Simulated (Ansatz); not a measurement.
**Dielectric response of NaI (001) films**

How well do thin rocksalt NaI (001) films screen a perpendicular field?

Program: Ansatz 0.2.0. Level of theory: plane-wave DFT, PBEsol, Ansatz PAW, in the first sound run; inputs show where later runs differ. Results are calculated unless marked as measured.

This is a report of a sequence of runs, with most program output left out.

## (1) Starting point

The cell holds 6 atoms: 3 Na and 3 I. Its edges and angles: a = 4.575 Å, b = 4.575 Å, c = 24.470 Å, α = 90.0°, β = 90.0°, γ = 90.0°. It derives from NaI (rocksalt NaI). Vacuum lies along c.

## (2) Relaxation, 6 atoms, units 3

The structure is relaxed first, because levels and dipoles at a surface follow the positions of the outer atoms.

input.yaml

```yaml
crystal:
  lattice:
    - [4.57498087, 0.0, 0.0]
    - [0.0, 4.57498087, 0.0]
    - [0.0, 0.0, 24.47]
  atoms:
    - { symbol: Na, position: [0.5, 0.5, 0.3677973028] }
    - { symbol: I, position: [0.0, 0.0, 0.3677973028] }
    - { symbol: Na, position: [0.0, 0.0, 0.5] }
    - { symbol: I, position: [0.5, 0.5, 0.5] }
    - { symbol: Na, position: [0.5, 0.5, 0.6322026972] }
    - { symbol: I, position: [0.0, 0.0, 0.6322026972] }
kpoints:
  mp_grid: { grid: [6, 6, 1] }
hamiltonian:
  xc: pbesol
scf:
  occupations: { method: fixed }
  convergence: { dr2_threshold: 1.0e-09 }
efield:
  axis: 3
  dipole_correction: true
  ramp_position: 0.97
  ramp_width: 0.06
relax:
  f_tol: 0.003
  max_steps: 100
output:
  write_potential: true
  write_density: true
  volumetric_format: npy
```

Launch:

```bash
$ ansatz run input.yaml --threads 4 --pin off --max-ram 12288MiB --backend cpu --events-out ev --progress --plain --runs-dir out
```

Run time: 18 s. Hardware: 4 threads of Arm Neoverse V1, shared host; peak memory 0.9 GiB.

Relaxation path:

```tsv
step	energy less that of the first step (eV)	largest force component (eV/Å)
1	0.0000	0.1631
2	-0.0186	0.0731
3	-0.0227	0.0156
4	-0.0229	0.0011
```

Forces are held to the 8 operations that the run works with; a distortion that breaks them can't arise in this run.

The atoms that moved most (Å):

```tsv
atom	dx	dy	dz	length
Na5	0.000	0.000	-0.131	0.131
Na1	0.000	0.000	0.131	0.131
```

Final coordinates:

```xyz
6
Lattice="4.5750 0.0000 0.0000 0.0000 4.5750 0.0000 0.0000 0.0000 24.4700" Properties=species:S:1:pos:R:3
Na    2.2875    2.2875    9.1307
I     0.0000    0.0000    8.9970
Na    0.0000    0.0000   12.2350
I     2.2875    2.2875   12.2350
Na    2.2875    2.2875   15.3393
I     0.0000    0.0000   15.4730
```

Numbers from this step:

```
gap on the k-mesh             : 3.730 eV
dipole along the normal       : -1.58e-6 e·Å
ionisation energy, upper face : 5.951 eV
electron affinity, upper face : 2.221 eV
```

Running mean over 3.235 Å of the planar mean; the ramp of the sawtooth is left out. Electron's electrostatic potential energy less the highest filled level against z:

z (Å), electron's electrostatic potential energy less the highest filled level (eV) and a bar from the least value:
```
      3.0       5.95 ##############################
      3.5       5.95 ##############################
      4.0       5.95 ##############################
      4.5       5.95 ##############################
      5.0       5.95 ##############################
      5.5       5.93 ##############################
      6.0       5.85 #############################
      6.5       5.55 ###########################
      7.0       4.72 ######################
      7.5       3.45 ##############
      8.0       2.14 ######
      8.5       1.50 ##
      9.0       1.35 #
      9.5       1.32 #
     10.0       1.29 #
     10.5       1.17 
     11.0       1.20 
     11.5       1.30 #
     12.0       1.32 #
     12.5       1.32 #
     13.0       1.30 #
     13.5       1.19 
     14.0       1.18 
     14.5       1.30 #
     15.0       1.32 #
     15.5       1.35 #
     16.0       1.52 ##
     16.5       2.21 ######
     17.0       3.53 ###############
     17.5       4.78 #######################
     18.0       5.58 ############################
     18.5       5.86 #############################
     19.0       5.93 ##############################
     19.5       5.95 ##############################
     20.0       5.95 ##############################
     20.5       5.95 ##############################
     21.0       5.95 ##############################
```

The relaxation took 4 steps and lowered the energy by 0.023 eV; the largest force on the free atoms ends at 0.0011 eV/Å.

The gap is 3.73 eV, with the valence edge 5.95 eV and the conduction edge 2.22 eV under the upper vacuum level.

## (3) The relaxed film, single point, 6 atoms, units 3

The film was relaxed beforehand; a single point on the relaxed positions gives its levels and potential.

input.yaml, the sections that differ from step 2:

```yaml
crystal:
  lattice:
    - [4.57498087, 0.0, 0.0]
    - [0.0, 4.57498087, 0.0]
    - [0.0, 0.0, 24.47]
  atoms:
    - { symbol: Na, position: [0.5, 0.5, 0.3731371911] }
    - { symbol: I, position: [0.0, 0.0, 0.367675752] }
    - { symbol: Na, position: [0.0, 0.0, 0.4999999904] }
    - { symbol: I, position: [0.5, 0.5, 0.500000026] }
    - { symbol: Na, position: [0.5, 0.5, 0.6268627909] }
    - { symbol: I, position: [0.0, 0.0, 0.6323242496] }
output:
  eigenvalues: true
  write_potential: true
  write_density: true
  volumetric_format: npy
# kpoints, hamiltonian, scf, efield: as in step 2
# relax: removed
```

It took 6.9 s on 4 threads; peak memory 0.92 GiB.

Numbers from this step:

```
dipole along the normal : -2.39e-6 e·Å
```

Running mean over 3.235 Å of the planar mean; the ramp of the sawtooth is left out. Table of electron's electrostatic potential energy less the highest filled level by z:

```tsv
z (Å)	electron's electrostatic potential energy less the highest filled level (eV)
3.0	5.95
3.5	5.95
4.0	5.95
4.5	5.95
5.0	5.95
5.5	5.93
6.0	5.85
6.5	5.55
7.0	4.72
7.5	3.45
8.0	2.14
8.5	1.50
9.0	1.35
9.5	1.32
10.0	1.29
10.5	1.17
11.0	1.20
11.5	1.30
12.0	1.32
12.5	1.32
13.0	1.30
13.5	1.19
14.0	1.18
14.5	1.30
15.0	1.32
15.5	1.35
16.0	1.52
16.5	2.21
17.0	3.53
17.5	4.78
18.0	5.58
18.5	5.86
19.0	5.93
19.5	5.95
20.0	5.95
20.5	5.95
21.0	5.95
```

The gap is 3.73 eV, with the valence edge 5.95 eV and the conduction edge 2.22 eV under the upper vacuum level.

## (4) Atoms held, 6 atoms, units 3, field 0.1 V/Å

A sawtooth potential applies the field, turning back in the middle of the vacuum. With the dipole correction the typed value is the field outside the slab. The induced dipole is small, so the SCF threshold is tight.

Changes to input.yaml since step 3:

```diff
@@ -18,3 +18,3 @@
   occupations: { method: fixed }
-  convergence: { dr2_threshold: 1.0e-09 }
+  convergence: { dr2_threshold: 1.0e-10 }
 efield:
@@ -22,6 +22,6 @@
   dipole_correction: true
-  ramp_position: 0.97
-  ramp_width: 0.06
+  ramp_position: 0.9685
+  ramp_width: 0.063
+  amplitude: 0.1
 output:
-  eigenvalues: true
   write_potential: true
```

Wall time 8.3 s (4 threads); peak memory 0.91 GiB.

Numbers from this step:

* gap on the k-mesh: 3.686 eV
* dipole along the normal: 0.08247 e·Å

The dipole is 0.0825 e·Å, and the gap on the mesh 3.686 eV.

## (5) Atoms held, 6 atoms, units 3, field -0.1 V/Å

Changes to input.yaml since step 4:

```diff
@@ -24,3 +24,3 @@
   ramp_width: 0.063
-  amplitude: 0.1
+  amplitude: -0.1
 output:
```

Elapsed: 7.7 s, on 4 threads; peak memory 0.91 GiB.

The dipole is -0.0825 e·Å, and the gap on the mesh 3.686 eV.

## (6) Response with the atoms held, 6 atoms, units 3

This step: plane-wave DFT, PBEsol, Ansatz PAW; response to a field along the normal, atoms held (Ansatz 0.2.0).

The two fields give this film's response with the atoms held: the electronic part.

This step gave:

```
equivalent conductor thickness p/(ε₀AE) : 7.130 Å
distance between the outer atoms        : 6.476 Å
thickness                               : 9.705 Å
```

Local field over the applied field, running mean. From the potentials at -0.1 and 0.1 V/Å; running mean over 3.235 Å, taken twice. Local field over applied field against z:

```tsv
z (Å)	local field over applied field
4.5	0.984
5.0	0.963
5.5	0.925
6.0	0.867
6.5	0.790
7.0	0.698
7.5	0.599
8.0	0.503
8.5	0.420
9.0	0.357
9.5	0.315
10.0	0.293
10.5	0.285
11.0	0.285
11.5	0.287
12.0	0.289
12.5	0.289
13.0	0.287
13.5	0.285
14.0	0.285
14.5	0.293
15.0	0.317
15.5	0.360
16.0	0.425
16.5	0.508
17.0	0.605
17.5	0.704
18.0	0.795
18.5	0.871
19.0	0.928
19.5	0.965
20.0	0.985
```

Electrons, planar mean, per unit field. Induced electron density against z:

```tsv
z (Å)	induced electron density (e/Å³ per V/Å)
5	3.1e-5
6	2.5e-4
7	0.00154
8	0.00290
9	-1.7e-5
10	-0.00165
11	0.00113
12	8.0e-4
13	-0.00130
14	7.3e-4
15	9.2e-4
16	-0.00124
17	-0.00272
18	-6.3e-4
19	-8.6e-5
20	-9.5e-6
```

By hand: between -0.1 and 0.1 V/Å the dipole changes by 0.1649 e·Å, a slope of 0.8247 e·Å²/V. A perfect conductor of thickness t has p = ε₀AEt, so t = 180.95 × 0.8247 / 20.930 = 7.13 Å (e/ε₀ = 180.95 V·Å, A in Å²).

The induced dipole is that of a conductor 7.13 Å thick.

## (7) Relaxing in the field, 6 atoms, field 0.05 V/Å

This step: plane-wave DFT, PBEsol, Ansatz PAW (Ansatz 0.2.0).

Now the atoms may follow the field. A weak field makes forces of meV/Å to tens of meV/Å, so the force tolerance is set well below the usual one.

Changes to input.yaml since step 5:

```diff
@@ -22,5 +22,8 @@
   dipole_correction: true
-  ramp_position: 0.9685
-  ramp_width: 0.063
-  amplitude: -0.1
+  ramp_position: 0.97
+  ramp_width: 0.06
+  amplitude: 0.05
+relax:
+  f_tol: 0.0006
+  max_steps: 70
 output:
```

The job ended after 17 s (4 threads; peak memory 0.88 GiB; 67 s of CPU time).

Step by step:

```tsv
step	energy less that of the first step (eV)	largest force component (eV/Å)
1	0.0000	0.0175
2	-0.0002	0.0071
3	-0.0003	0.0008
4	-0.0003	0.0003
```

The run keeps the 8 symmetry operations that it works with, so distortions that break them were not tested.

The relaxed structure:

```xyz
6
Lattice="4.5750 0.0000 0.0000 0.0000 4.5750 0.0000 0.0000 0.0000 24.4700" Properties=species:S:1:pos:R:3
Na    2.2875    2.2875    9.1389
I     0.0000    0.0000    8.9890
Na    0.0000    0.0000   12.2366
I     2.2875    2.2875   12.2349
Na    2.2875    2.2875   15.3462
I     0.0000    0.0000   15.4645
```

This step gave:

- gap on the k-mesh: 3.728 eV
- dipole along the normal: 0.05213 e·Å

The relaxation took 4 steps and lowered the energy by 2.7e-4 eV; the largest force on the free atoms ends at 2.8e-4 eV/Å.

The dipole is 0.0521 e·Å, and the gap on the mesh 3.728 eV.

## (8) Relaxing in the field, 6 atoms, field -0.05 V/Å

The opposite sign, again from the field-free geometry; the difference of the two cancels what relaxes without a field.

Changes to input.yaml since step 7:

```diff
@@ -24,3 +24,3 @@
   ramp_width: 0.06
-  amplitude: 0.05
+  amplitude: -0.05
 relax:
```

It took 17 s on 4 threads; peak memory 0.88 GiB.

Step by step:

```tsv
step	energy less that of the first step (eV)	largest force component (eV/Å)
1	0.0000	0.0175
2	-0.0002	0.0071
3	-0.0003	0.0008
4	-0.0003	0.0003
```

Forces are held to the 8 operations that the run works with; a distortion that breaks them can't arise in this run.

The relaxed structure:

```xyz
6
Lattice="4.5750 0.0000 0.0000 0.0000 4.5750 0.0000 0.0000 0.0000 24.4700" Properties=species:S:1:pos:R:3
Na    2.2875    2.2875    9.1238
I     0.0000    0.0000    9.0055
Na    0.0000    0.0000   12.2334
I     2.2875    2.2875   12.2351
Na    2.2875    2.2875   15.3311
I     0.0000    0.0000   15.4810
```

The relaxation took 4 steps and lowered the energy by 2.7e-4 eV; the largest force on the free atoms ends at 2.8e-4 eV/Å.

The dipole is -0.0521 e·Å, and the gap on the mesh 3.728 eV.

## (9) Response with the atoms relaxed, 6 atoms, units 3

This step: plane-wave DFT, PBEsol, Ansatz PAW; response to a field along the normal, atoms relaxed (Ansatz 0.2.0).

The two relaxed runs give the static response.

This step gave:

* equivalent conductor thickness p/(ε₀AE): 9.013 Å
* distance between the outer atoms: 6.475 Å

Local field over the applied field, running mean. From the potentials at -0.05 and 0.05 V/Å; running mean over 3.235 Å, taken twice. Local field over applied field against z:

z (Å), local field over applied field and a bar:
```
      4.5      0.970 ##############################
      5.0      0.911 ############################
      5.5      0.876 ###########################
      6.0      0.823 #########################
      6.5      0.695 #####################
      7.0      0.596 #################
      7.5      0.477 #############
      8.0      0.390 ##########
      8.5      0.329 ########
      9.0      0.175 ###
      9.5      0.165 ###
     10.0      0.136 ##
     10.5      0.113 #
     11.0      0.117 #
     11.5      0.080 
     12.0      0.120 #
     12.5      0.117 #
     13.0      0.082 
     13.5      0.117 #
     14.0      0.113 #
     14.5      0.139 ##
     15.0      0.162 ###
     15.5      0.181 ###
     16.0      0.336 #########
     16.5      0.393 ###########
     17.0      0.484 ##############
     17.5      0.603 ##################
     18.0      0.701 #####################
     18.5      0.829 #########################
     19.0      0.876 ###########################
     19.5      0.915 ############################
     20.0      0.973 ##############################
```

The induced dipole is that of a conductor 9.01 Å thick.

## (10) Relaxation, 10 atoms, units 5

This step: plane-wave DFT, PBEsol, Ansatz PAW (Ansatz 0.2.0).

System of this step: NaI (001), 5 units. The cell holds 10 atoms: 5 Na and 5 I. Cell: a = 4.575 Å, b = 4.575 Å, c = 30.940 Å, α = 90.0°, β = 90.0°, γ = 90.0°. It derives from NaI (rocksalt NaI). Vacuum lies along c.

The next thickness, treated alike, so that differences show the interior and the faces cancel.

input.yaml

```yaml
crystal:
  lattice:
    - [4.57498087, 0.0, 0.0]
    - [0.0, 4.57498087, 0.0]
    - [0.0, 0.0, 30.94]
  atoms:
    - { symbol: Na, position: [0.5, 0.5, 0.290885585] }
    - { symbol: I, position: [0.0, 0.0, 0.290885585] }
    - { symbol: Na, position: [0.0, 0.0, 0.3954427925] }
    - { symbol: I, position: [0.5, 0.5, 0.3954427925] }
    - { symbol: Na, position: [0.5, 0.5, 0.5] }
    - { symbol: I, position: [0.0, 0.0, 0.5] }
    - { symbol: Na, position: [0.0, 0.0, 0.6045572075] }
    - { symbol: I, position: [0.5, 0.5, 0.6045572075] }
    - { symbol: Na, position: [0.5, 0.5, 0.709114415] }
    - { symbol: I, position: [0.0, 0.0, 0.709114415] }
kpoints:
  mp_grid: { grid: [6, 6, 1] }
hamiltonian:
  xc: pbesol
scf:
  occupations: { method: fixed }
  convergence: { dr2_threshold: 1.0e-09 }
efield:
  axis: 3
  dipole_correction: true
  ramp_position: 0.97
  ramp_width: 0.06
relax:
  f_tol: 0.003
  max_steps: 100
output:
  write_potential: true
  write_density: true
  volumetric_format: npy
```

It took 50 s on 4 threads; peak memory 1.4 GiB; 3.3 min of CPU time.

Step by step:

```tsv
step	energy less that of the first step (eV)	largest force component (eV/Å)
1	0.0000	0.1639
2	-0.0243	0.0774
3	-0.0301	0.0378
4	-0.0308	0.0108
5	-0.0309	0.0008
```

Forces are held to the 8 operations that the run works with; a distortion that breaks them can't arise in this run.

The atoms that moved most (Å):

```tsv
atom	dx	dy	dz	length
Na9	0.000	0.000	-0.199	0.199
Na1	0.000	0.000	0.199	0.199
I4	0.000	0.000	0.071	0.071
I8	0.000	0.000	-0.071	0.071
I2	0.000	0.000	0.031	0.031
I10	0.000	0.000	-0.031	0.031
```

The relaxation took 5 steps and lowered the energy by 0.031 eV; the largest force on the free atoms ends at 7.5e-4 eV/Å.

The gap is 3.65 eV, with the valence edge 5.91 eV and the conduction edge 2.26 eV under the upper vacuum level.

## (11) The relaxed film, single point, 10 atoms, units 5

input.yaml, the sections that differ from step 10:

```yaml
crystal:
  lattice:
    - [4.57498087, 0.0, 0.0]
    - [0.0, 4.57498087, 0.0]
    - [0.0, 0.0, 30.94]
  atoms:
    - { symbol: Na, position: [0.5, 0.5, 0.2973234545] }
    - { symbol: I, position: [0.0, 0.0, 0.2919003485] }
    - { symbol: Na, position: [0.0, 0.0, 0.3955646286] }
    - { symbol: I, position: [0.5, 0.5, 0.3977417783] }
    - { symbol: Na, position: [0.5, 0.5, 0.4999999988] }
    - { symbol: I, position: [0.0, 0.0, 0.4999999988] }
    - { symbol: Na, position: [0.0, 0.0, 0.6044353654] }
    - { symbol: I, position: [0.5, 0.5, 0.6022582243] }
    - { symbol: Na, position: [0.5, 0.5, 0.7026765442] }
    - { symbol: I, position: [0.0, 0.0, 0.7080996587] }
output:
  eigenvalues: true
  write_potential: true
  write_density: true
  volumetric_format: npy
  elf: true
# kpoints, hamiltonian, scf, efield: as in step 10
# relax: removed
```

Wall time 17 s (4 threads); peak memory 1.4 GiB; 67 s of CPU time.

The gap is 3.65 eV, with the valence edge 5.91 eV and the conduction edge 2.26 eV under the upper vacuum level.

## (12) Atoms held, 10 atoms, units 5, field 0.1 V/Å

Changes to input.yaml since step 11:

```diff
@@ -22,3 +22,3 @@
   occupations: { method: fixed }
-  convergence: { dr2_threshold: 1.0e-09 }
+  convergence: { dr2_threshold: 1.0e-10 }
 efield:
@@ -28,4 +28,4 @@
   ramp_width: 0.06
+  amplitude: 0.1
 output:
-  eigenvalues: true
   write_potential: true
@@ -33,2 +33 @@
   volumetric_format: npy
-  elf: true
```

It took 19 s on 4 threads; peak memory 1.4 GiB; 75 s of CPU time.

The dipole is 0.135 e·Å, and the gap on the mesh 3.520 eV.

## (13) Single point, 10 atoms, units 5, field -0.1 V/Å

Changes to input.yaml since step 12:

```diff
@@ -28,3 +28,3 @@
   ramp_width: 0.06
-  amplitude: 0.1
+  amplitude: -0.1
 output:
```

Elapsed: 19 s, on 4 threads; peak memory 1.4 GiB; 75 s of CPU time.

The dipole is -0.135 e·Å, and the gap on the mesh 3.520 eV.

## (14) Response with the atoms held, 10 atoms, units 5

This step: plane-wave DFT, PBEsol, Ansatz PAW; response to a field along the normal, atoms held (Ansatz 0.2.0).

Local field over the applied field, running mean. From the potentials at -0.1 and 0.1 V/Å; running mean over 3.235 Å, taken twice. The local field over applied field by z:

z (Å), local field over applied field and a bar from the least value:
```
        5      0.966 ##############################
        6      0.873 ##########################
        7      0.707 ##################
        8      0.511 ##########
        9      0.363 ###
       10      0.295 
       11      0.286 
       12      0.289 
       13      0.290 
       14      0.289 
       15      0.289 
       16      0.289 
       17      0.289 
       18      0.290 
       19      0.289 
       20      0.285 
       21      0.297 #
       22      0.370 ####
       23      0.522 ##########
       24      0.718 ###################
       25      0.881 ##########################
       26      0.969 ##############################
```

The induced dipole is that of a conductor 11.65 Å thick.

## (15) Relaxing in the field, 10 atoms, units 5, field 0.05 V/Å

This step: plane-wave DFT, PBEsol, Ansatz PAW (Ansatz 0.2.0).

The same pair of relaxations in the field for this thickness.

Changes to input.yaml since step 13:

```diff
@@ -28,3 +28,6 @@
   ramp_width: 0.06
-  amplitude: -0.1
+  amplitude: 0.05
+relax:
+  f_tol: 0.0006
+  max_steps: 70
 output:
```

Elapsed: 42 s, on 4 threads; peak memory 1.3 GiB; 2.8 min of CPU time.

The steps of the relaxation:

```tsv
step	energy less that of the first step (eV)	largest force component (eV/Å)
1	0.0000	0.0182
2	-0.0004	0.0065
3	-0.0003	0.0108
4	-0.0004	0.0006
```

Relaxation step 3 was tried and not accepted.

The run keeps the 8 symmetry operations that it works with, so distortions that break them were not tested.

Final coordinates:

```xyz
10
Lattice="4.5750 0.0000 0.0000 0.0000 4.5750 0.0000 0.0000 0.0000 30.9400" Properties=species:S:1:pos:R:3
Na    2.2875    2.2875    9.2055
I     0.0000    0.0000    9.0236
Na    0.0000    0.0000   12.2407
I     2.2875    2.2875   12.3045
Na    2.2875    2.2875   15.4756
I     0.0000    0.0000   15.4649
Na    0.0000    0.0000   18.7041
I     2.2875    2.2875   18.6324
Na    2.2875    2.2875   21.7476
I     0.0000    0.0000   21.9010
```

The relaxation took 4 steps and lowered the energy by 3.9e-4 eV; the largest force on the free atoms ends at 5.8e-4 eV/Å.

The dipole is 0.0831 e·Å, and the gap on the mesh 3.638 eV.

[end of part 1 of 2]

[Logs are printed without paths, hosts, clocks, repeated set-up lines and the standing remarks that a program may print on its own settings, such as how far it seeks lower states.]

[Hosts, paths, dates, database ids (printed as entryN), source tags and the programs' standing remarks are cut or masked in the printed files.]

[Maps of the electrostatic potential energy from Ansatz leave out the sawtooth potential of an applied field or a dipole correction, so their vacuum need not be flat; planar profiles and work functions include it.]
